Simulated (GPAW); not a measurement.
# Si (I4/mmm) in GPAW: further runs

Aim: see how the results for Si move with the level of theory and the settings. Levels: PBE, PBEsol. Tasks: single point.

All numbers are computed with GPAW 26.7.0; they aren't measurements. Logs are shortened: lines on timing, memory, paths and dates and some standing lists are left out, and cuts for length are marked. The log counts tension as positive stress, the text compression.

**1. The structure**

It takes space group I4/mmm (No. 139, tetragonal). The conventional cell has a = 6.651 Å, b = 6.651 Å, c = 3.845 Å, α = 90.00°, β = 90.00°, γ = 90.00°. Si (site symmetry m2m) has 4 Si at 2.34 to 2.38 Å as nearest neighbours.

This isn't the form of Si at room conditions, which is diamond.

**2. Single point, PBE**

run.py

```python
from ase import Atoms
from ase.dft.bandgap import bandgap
from ase.io import write
from ase.units import Bohr, GPa
from gpaw import GPAW, PW
from gpaw.elf import elf_from_dft_calculation

atoms = Atoms(['Si', 'Si', 'Si', 'Si'],
              cell=[[-3.32544429, 3.32544429, 1.92238566],
                    [3.32544429, -3.32544429, 1.92238566],
                    [3.32544429, 3.32544429, -1.92238566]],
              scaled_positions=[[0.82119894, 0.17880106, 0.0],
                                [0.17880106, 0.82119894, 0.0],
                                [0.82119894, 0.82119894, 0.64239788],
                                [0.17880106, 0.17880106, 0.35760212]],
              pbc=True)

calc = GPAW(mode=PW(600),
            xc='PBE',
            kpts={'size': (8, 8, 8), 'gamma': True},
            occupations={'name': 'methfessel-paxton', 'order': 0, 'width': 0.02},
            nbands=18,
            convergence={'density': 1e-05, 'energy': 1e-05},
            maxiter=150,
            txt='gpaw.txt')
atoms.calc = calc
energy = atoms.get_potential_energy()
forces = atoms.get_forces()
stress = atoms.get_stress()
calc.write('gs.gpw')
write('result.traj', atoms)
print(f'Energy: {energy:.6f} eV')
print('Forces (eV/A):')
print(forces.round(4))
print('Stress (GPa):', (stress / GPa).round(3))
print('Fermi level:', round(calc.get_fermi_level(), 4), 'eV')
print(f'Gap: {bandgap(calc)[0]:.4f} eV, direct: {bandgap(calc, direct=True)[0]:.4f} eV')

# fields on the real-space grid
write('density.cube', atoms, data=calc.get_pseudo_density() * Bohr**3)
write('potential.cube', atoms, data=calc.get_electrostatic_potential())
write('elf.cube', atoms, data=elf_from_dft_calculation(calc).data)
```

Potentials or basis: GPAW PAW data sets (gpaw-data 1.2.1), pw.

Run with:

```
$ OMP_NUM_THREADS=1 python run.py
```

gpaw.txt:

```text
__  _  _
 | _ |_)|_||  |
 |__||  | ||/\| - 26.7.0

Input parameters:
  mode=PW(ecut=600.0),
  convergence={'density': 1e-05, 'energy': 1e-05},
  kpts=MonkhorstPack(size=(8, 8, 8), gamma=True),
  maxiter=150,
  nbands=18,
  occupations=Occupations(name='methfessel-paxton', order=0, width=0.02),
  xc=XC(name='PBE')

Diagonalizing LCAO Hamiltonian
Converting LCAO to pw mode

          Si        Si

                 Si

Atoms  # Å, Bohr magnetons
|   | symbol |         x |         y |        z |    initial magnetic moments |
|---|--------|-----------|-----------|----------|-----------------------------|
| 0 |     Si | -2.136258 |  2.136258 | 1.922386 | ( 0.0000,  0.0000,  0.0000) |
| 1 |     Si |  2.136258 | -2.136258 | 1.922386 | ( 0.0000,  0.0000,  0.0000) |
| 2 |     Si |  2.136258 |  2.136258 | 1.922386 | ( 0.0000,  0.0000,  0.0000) |
| 3 |     Si |  1.189186 |  1.189186 | 0.000000 | ( 0.0000,  0.0000,  0.0000) |

Unit cell  # Å
| periodic |         x |         y |         z |  lengths |     angles |
|----------|-----------|-----------|-----------|----------|------------|
|      yes | -3.325444 |  3.325444 |  1.922386 | 5.080623 |  98.231229 |
|      yes |  3.325444 | -3.325444 |  1.922386 | 5.080623 |  98.231229 |
|      yes |  3.325444 |  3.325444 | -1.922386 | 5.080623 | 135.533751 |

Number of symmetries: 16
Symmetry operations  # r_c * U_cc + t_c -> r_c
|    | kind |            matrix            |
|----|------|------------------------------|
|  0 |  σ   |  1, 1, 1,  0, 0,-1,  0,-1, 0 |
|  1 |  C4  |  1, 1, 1,  0, 0,-1, -1, 0, 0 |
|  2 |  E   |  1, 0, 0,  0, 1, 0,  0, 0, 1 |
|  3 |  σ   |  1, 0, 0,  0, 1, 0, -1,-1,-1 |
|  4 |  σ   |  0, 1, 0,  1, 0, 0,  0, 0, 1 |
|  5 |  C2  |  0, 1, 0,  1, 0, 0, -1,-1,-1 |
|  6 |  C2  |  0, 0, 1, -1,-1,-1,  1, 0, 0 |
|  7 |  S4  |  0, 0, 1, -1,-1,-1,  0, 1, 0 |
|  8 |  C4  |  0, 0,-1,  1, 1, 1,  0,-1, 0 |
|  9 |  σ   |  0, 0,-1,  1, 1, 1, -1, 0, 0 |
| 10 |  σ   |  0,-1, 0, -1, 0, 0,  1, 1, 1 |
| 11 |  C2  |  0,-1, 0, -1, 0, 0,  0, 0,-1 |
| 12 |  C2  | -1, 0, 0,  0,-1, 0,  1, 1, 1 |
| 13 |  i   | -1, 0, 0,  0,-1, 0,  0, 0,-1 |
| 14 |  S4  | -1,-1,-1,  0, 0, 1,  1, 0, 0 |
| 15 |  C2  | -1,-1,-1,  0, 0, 1,  0, 1, 0 |

BZ-sampling:
  Number of BZ points: 512
  Number of IBZ points: 59

  Monkhorst-Pack size: [8, 8, 8]
  Monkhorst-Pack shift: [0.0625, 0.0625, 0.0625]

K-points  # in reciprocal-cell coordinates
|     |                                coordinates |     weight |
|-----|--------------------------------------------|------------|
|   0 | (  0.00000000,   0.00000000,   0.00000000) | 0.00195312 |
|   1 | (  0.12500000,  -0.12500000,   0.00000000) | 0.00781250 |
|   2 | (  0.12500000,  -0.12500000,   0.12500000) | 0.00781250 |
|   3 | (  0.12500000,   0.00000000,   0.00000000) | 0.01562500 |
|   4 | (  0.12500000,   0.12500000,  -0.12500000) | 0.00390625 |
|   5 | (  0.25000000,  -0.25000000,   0.00000000) | 0.00781250 |
|   6 | (  0.25000000,  -0.25000000,   0.12500000) | 0.01562500 |
|   7 | (  0.25000000,  -0.25000000,   0.25000000) | 0.00781250 |
|   8 | (  0.25000000,  -0.12500000,   0.00000000) | 0.03125000 |
|   9 | (  0.25000000,  -0.12500000,   0.12500000) | 0.01562500 |
| ... |                                            |            |
|  58 | (  0.50000000,   0.50000000,   0.50000000) | 0.00195312 |

Plane wave coefficients: 2876
Cutoff: 600.0 eV

Spin-components: 1 (collinear spins)
Bands:           18
Projectors:      20
Spin-degeneracy: 2
Datatype:        complex128

Parallelization:
  kpt:    1
  domain: 1
  band:   1

Density:
  Valence electrons: 16.0
  Components: 1
  Grid points: [30 30 30]
  Charge: 0.0  # |e|

Potential:
  Grid points: [30 30 30]

species:
  Si:
    name:    Silicon
    Z:       14.0
    valence: 4
    core:    10
    charge:  0.0  # [|e|]
    compensation charges:
      type: gauss
      rc: 0.33  # [Å]
      lmax: 2
    cutoffs:
      filter: 1.86  # [Å]
      core: 2.06  # [Å]
    projectors
    | kind |    occ | energy [eV] | rcut [Å] |
    |------|--------|-------------|----------|
    |   3s |  2.000 |     -10.812 |    1.058 |
    |   3p |  2.000 |      -4.081 |    1.058 |
    |    s |        |      16.399 |    1.058 |
    |    p |        |      23.130 |    1.058 |
    |    d |        |       0.000 |    1.058 |

    Using partial waves for Si as LCAO basis

Reference energy: -31545.377001  # eV

eigensolver:
  PPCG
  Converge bands: occupied
  niter=2

density mixing:
  MSR1-Mixer
  Pratt-step length: 0.05
  Maximum mixing coefficient: 0.75
  Old densities: 10
  SVD Regularization: 0.005
  Good broyden scale: 1.0
  Trust region scale: 1.0
  Backstep threshold: 4.0
  History deletion threshold: 6.0
  Fourier metric: weight=20.0, sigma=0.015

occupation numbers:
  Methfessel-Paxton:
    width: 0.0200  # eV
    order: 0

poisson solver:
  ecut: 4800.0  # eV

xc functional:
  name: PBE with 2 nearest neighbor stencil

convergence criteria:
[... 6 lines left out ...]
|iter     | |      energy | eigst |  dens |
|---------|-|-------------|-------|-------|
|iter:   1| |  -21.422040 | -0.03 |       |
|iter:   2| |  -21.399556 | -2.24 | -0.80 |
|iter:   3| |  -21.188060 | -2.12 | -0.83 |
|iter:   4| |  -21.185211 | -3.03 | -1.47 |
|iter:   5| |  -21.185851 | -4.66 | -2.26 |
|iter:   6| |  -21.186013 | -5.59 | -2.70 |
|iter:   7| |  -21.186022 | -6.89 | -3.40 |
|iter:   8| |  -21.186023c| -8.01c| -4.03 |
|iter:   9| |  -21.186023c| -8.07c| -4.84 |
|iter:  10| |  -21.186023c| -9.03c| -5.55c|

Converged in 10 steps
Energy contributions relative to reference atoms: (reference = -31545.377001)

Energy contributions:
  Kinetic:          29.339542
  Coulomb:         -25.777634
  Zero:             -0.048889
  External:          0.000000
  Xc:              -24.699042
  Entropy:          -0.000000
  Spinorbit:         0.000000
  ----------------------------
  Free energy:     -21.186023
  Extrapolated:    -21.186023

dipole moment: (-14.458587, -14.458587, 8.358265)  # |e|*Ang

Fermi level: 5.061
Eigenvalues  # (at kpt = [0.000, 0.000, 0.000])
| band index |      eig [eV] | occ [0-2] |
|------------|---------------|-----------|
|          0 |        -7.088 |     2.000 |
|          1 |        -2.866 |     2.000 |
|          2 |        -0.608 |     2.000 |
|          3 |        -0.608 |     2.000 |
|          4 |         1.206 |     2.000 |
|          5 |         3.470 |     2.000 |
[... 8 lines left out ...]
|         14 |        10.438 |     0.000 |
|         15 |        11.946 |     0.000 |
|        ... |               |           |
|         17 |        15.159 |     0.000 |

Gap: 0.256 eV
Transition (v -> c):
  (s=0, k=58, n=7, [0.50, 0.50, 0.50]) -> (s=0, k=14, n=8, [0.25, 0.25, 0.25])
Direct/indirect transitions are different
Direct gap: 0.385 eV
Transition at: (s=0, k=58, n=7, [0.50, 0.50, 0.50])

Forces  # eV/Ang
|        x |        y |        z |
|----------|----------|----------|
| -0.00306 |  0.00306 |  0.00000 |  # Si   0
|  0.00306 | -0.00306 |  0.00000 |  # Si   1
|  0.00306 |  0.00306 |  0.00000 |  # Si   2
| -0.00306 | -0.00306 | -0.00000 |  # Si   3

Stress tensor  # eV/Ang^3
|         x |         y |         z |
|-----------|-----------|-----------|
| -0.010174 |  0.000000 | -0.000000 |
|  0.000000 | -0.010174 | -0.000000 |
| -0.000000 | -0.000000 | -0.010248 |

# Writing to gs.gpw (mode='')
```

stdout:

```text
Energy: -21.186023 eV
Forces (eV/A):
[[-0.0031  0.0031  0.    ]
 [ 0.0031 -0.0031  0.    ]
 [ 0.0031  0.0031  0.    ]
 [-0.0031 -0.0031 -0.    ]]
Stress (GPa): [-1.63  -1.63  -1.642 -0.    -0.     0.   ]
Fermi level: 5.0606 eV
Gap: 0.2563 eV, direct: 0.3846 eV
```

Run time: 50 s. Hardware: 1 thread of Arm Neoverse V2, shared host; peak memory 0.24 GiB.

What came out:

* Free energy: -21.1860 eV
* Pressure: 1.6 GPa
* Largest force: 0.004 eV/Å
* Band gap on the k mesh: 0.26 eV, indirect (least direct gap 0.38 eV)

Forces on the atoms (eV/Å):
```
Si  -0.003  0.003  0.000
Si   0.003 -0.003  0.000
Si   0.003  0.003  0.000
Si  -0.003 -0.003  0.000
```

A k mesh can miss the band edges. As with any semilocal functional, this PBE gap is likely too small.

**3. Single point, PBEsol**

run.py

```python
from ase.dft.bandgap import bandgap
from ase.io import read, write
from ase.units import GPa
from gpaw import GPAW, PW, setup_paths

setup_paths.insert(0, '.')

atoms = read('Si.xyz')

calc = GPAW(mode=PW(600),
            xc='PBEsol',
            kpts={'size': (8, 8, 8), 'gamma': True},
            occupations={'name': 'methfessel-paxton', 'order': 0, 'width': 0.05},
            nbands=18,
            convergence={'density': 1e-05, 'energy': 1e-05},
            maxiter=150,
            txt='gpaw.txt')
atoms.calc = calc
energy = atoms.get_potential_energy()
forces = atoms.get_forces()
stress = atoms.get_stress()
calc.write('gs.gpw')
write('result.traj', atoms)
print(f'Energy: {energy:.6f} eV')
print('Forces (eV/A):')
print(forces.round(4))
print('Stress (GPa):', (stress / GPa).round(3))
print('Fermi level:', round(calc.get_fermi_level(), 4), 'eV')
print(f'Gap: {bandgap(calc)[0]:.4f} eV, direct: {bandgap(calc, direct=True)[0]:.4f} eV')
```

Si.xyz

```xyz
4
Lattice="-3.3254442900 3.3254442900 1.9223856600 3.3254442900 -3.3254442900 1.9223856600 3.3254442900 3.3254442900 -1.9223856600" Properties=species:S:1:pos:R:3 pbc="T T T"
Si    -2.1362583620      2.1362583620      1.9223856600
Si     2.1362583620     -2.1362583620      1.9223856600
Si     2.1362583620      2.1362583620      1.9223856600
Si     1.1891859280      1.1891859280      0.0000000000
```

Potentials or basis: PAW data sets generated in the run's folder for this functional, pw.

Run with:

```
$ gpaw-setup -f PBEsol Si
$ OMP_NUM_THREADS=1 python run.py
```

Wall time 50 s (1 thread of Arm Neoverse V2, shared host); peak memory 0.24 GiB.

The run converged. Its results:

| Property | Result |
| --- | --- |
| Free energy | -22.5178 eV |
| Pressure | -0.1 GPa |
| Largest force | 0.009 eV/Å |
| Band gap on the k mesh | 0.16 eV, indirect (least direct gap 0.29 eV) |

Forces on the atoms (eV/Å):
```
Si  -0.006  0.006  0.000
Si   0.006 -0.006  0.000
Si   0.006  0.006  0.000
Si  -0.006 -0.006  0.000
```

Stress tensor (GPa, compression positive):
```
-0.06  0.00  0.00
 0.00 -0.06  0.00
 0.00  0.00 -0.14
```

Levels at points of the mesh, in eV from the valence-band top:
| k point | band 6 | band 7 | band 8 | band 9 | band 10 | band 11 |
| --- | --- | --- | --- | --- | --- | --- |
| (0.00, 0.00, 0.00) | -1.50 | -1.50 | -0.56 | 1.37 | 1.53 | 1.53 |
| (0.50, 0.00, 0.50) | -3.54 | -2.40 | -1.43 | 0.75 | 2.31 | 2.95 |
| (0.50, 0.50, 0.00) | -2.02 | -1.92 | -1.63 | 1.54 | 1.84 | 1.89 |
| (0.50, 0.50, 0.50) | -0.22 | 0.00 | 0.00 | 0.29 | 3.17 | 3.45 |

A k mesh can miss the band edges. Expect the measured gap to be larger: semilocal functionals such as PBEsol lack the derivative discontinuity.

**4. Single point, PBE**

run.py

```python
from ase import Atoms
from ase.dft.bandgap import bandgap
from ase.io import write
from ase.units import Bohr, GPa
from gpaw import GPAW, PW
from gpaw.elf import elf_from_dft_calculation

atoms = Atoms(['Si', 'Si', 'Si', 'Si'],
              cell=[[-3.32544429, 3.32544429, 1.92238566],
                    [3.32544429, -3.32544429, 1.92238566],
                    [3.32544429, 3.32544429, -1.92238566]],
              scaled_positions=[[0.82119894, 0.17880106, 0.0],
                                [0.17880106, 0.82119894, 0.0],
                                [0.82119894, 0.82119894, 0.64239788],
                                [0.17880106, 0.17880106, 0.35760212]],
              pbc=True)

calc = GPAW(mode=PW(600),
            xc='PBE',
            kpts={'size': (8, 8, 8), 'gamma': True},
            occupations={'name': 'methfessel-paxton', 'order': 0, 'width': 0.05},
            nbands=18,
            convergence={'density': 1e-05, 'energy': 1e-05},
            maxiter=150,
            txt='gpaw.txt')
atoms.calc = calc
energy = atoms.get_potential_energy()
forces = atoms.get_forces()
stress = atoms.get_stress()
calc.write('gs.gpw')
write('result.traj', atoms)
print(f'Energy: {energy:.6f} eV')
print('Forces (eV/A):')
print(forces.round(4))
print('Stress (GPa):', (stress / GPa).round(3))
print('Fermi level:', round(calc.get_fermi_level(), 4), 'eV')
print(f'Gap: {bandgap(calc)[0]:.4f} eV, direct: {bandgap(calc, direct=True)[0]:.4f} eV')

# fields on the real-space grid
write('density.cube', atoms, data=calc.get_pseudo_density() * Bohr**3)
write('potential.cube', atoms, data=calc.get_electrostatic_potential())
write('elf.cube', atoms, data=elf_from_dft_calculation(calc).data)
```

Potentials or basis: GPAW PAW data sets (gpaw-data 1.2.1), pw.

Run with:

```
$ OMP_NUM_THREADS=1 python run.py
```

Run time: 50 s. Hardware: 1 thread of Arm Neoverse V2, shared host; peak memory 0.24 GiB.

It converged, with:

- Free energy: -21.1860 eV
- Pressure: 1.6 GPa
- Largest force: 0.004 eV/Å
- Band gap on the k mesh: 0.26 eV, indirect (least direct gap 0.38 eV)

Forces on the atoms (eV/Å):
```
Si  -0.003  0.003  0.000
Si   0.003 -0.003  0.000
Si   0.003  0.003  0.000
Si  -0.003 -0.003  0.000
```

Levels at points of the mesh, in eV from the valence-band top:
```tsv
k point	band 4	band 5	band 6	band 7	band 8	band 9	band 10	band 11	band 12	band 13
(0.00, 0.00, 0.00)	-5.57	-3.76	-1.50	-1.50	-0.56	1.42	1.59	1.59	2.30	2.30
(0.50, 0.00, 0.50)	-6.14	-4.35	-3.49	-2.38	-1.43	0.85	2.37	3.05	3.49	4.17
(0.50, 0.50, 0.00)	-4.95	-2.84	-2.01	-1.88	-1.63	1.62	1.91	1.97	3.98	4.31
(0.50, 0.50, 0.50)	-5.00	-2.94	-0.23	0.00	0.00	0.38	3.20	3.48	4.01	4.48
```

**5. The runs side by side**

```tsv
level	potentials or basis	smearing	gap on the mesh (eV)	pressure (GPa)
PBE	GPAW PAW data sets (gpaw-data 1.2.1), pw	gaussian 0.02 eV	0.26	1.6
PBEsol	PAW data sets generated in the run's folder for this functional, pw	gaussian 0.05 eV	0.16	-0.1
PBE	GPAW PAW data sets (gpaw-data 1.2.1), pw	gaussian 0.05 eV	0.26	1.6
```

Alike in all rows: task single point; no spin polarisation; cell as given; k mesh 8 × 8 × 8; cutoff (eV) 600.

Absolute energies hang on the potentials; compare differences alone.
